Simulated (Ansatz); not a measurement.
Crystal: Pd.

```xyz
1
Lattice="-1.5723 1.5723 1.5723 1.5723 -1.5723 1.5723 1.5723 1.5723 -1.5723" Properties=species:S:1:pos:R:3 pbc="T T T"
Pd    0.0000    0.0000    0.0000
```

This isn't the form of Pd at room conditions, which is fcc.

| Property | Result |
| --- | --- |
| Program | Ansatz 0.2.0 |
| Task | relaxation of cell and atoms |
| Functional | PBEsol0 |
| Potentials or basis | Ansatz PAW |
| Cutoff | 420 eV (not typed: the program's choice for these potentials) |
| k mesh | 6 × 6 × 6 |
| Occupations | fermi-dirac, width 0.05 eV |
| Spin | no spin polarisation |

At the start: volume 15.55 Å³/atom.

Task: Where does the relaxation end?

Result: It ends after 7 steps and the volume is 14.37 Å³/atom (-7.6 %); space group Im-3m (No. 229, to 0.05 Å).

Step by step:
```
step  energy change (eV)  largest force (eV/Å)  volume (Å³)
   1              0.0000                0.0000        15.55
   2             -0.0085                0.0000        13.41
   3             -0.0532                0.0000        14.54
   4             -0.0549                0.0000        14.37
   5             -0.0527                0.0000        14.37
   6             -0.0527                0.0000        14.37
   7             -0.0527                0.0000        14.37
```

Final structure:
```
Pd
1.0
    -1.53165    1.53165    1.53165
     1.53165   -1.53165    1.53165
     1.53165    1.53165   -1.53165
Pd
1
Direct
  0.00000 0.00000 0.00000
```

Caveat: the k mesh is coarse (spacing up to 0.47 Å⁻¹), so the values aren't converged, least of all with exact exchange; the plane-wave basis is chosen anew once the cell has moved, so the energies of steps on either side of that aren't comparable; the PAW data sets come from PBE, with cores solved anew for the run's functional, which leaves a small shift of forces and pressure.
